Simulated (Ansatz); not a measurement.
Base system: BeO in the wurtzite structure (space group P6_3mc, No. 186; a = 2.6905 Å, c = 4.3699 Å). Axes: x lies along a and z along c of the hexagonal cell.

Method: r2SCAN (Ansatz, an electronic-structure program, PAW, without spin-orbit coupling).

For the base:

```
Property          Result
---------------  -------
Volume per atom  6.85 Å³
Band gap         8.55 eV
```

Modification: biaxial strain +2.72 %, plane normal [001], relaxed out of plane (Cartesian); in-plane vectors clamped, the third vector and the atoms free.

Predict the new volume per atom.

The volume per atom increases by 0.31 Å³ (6.85 Å³ → 7.16 Å³).

Estimate the effect on the band gap.

The band gap shrinks by 0.60 eV, from 8.55 eV to 7.95 eV.

No phonon test of stability was made.
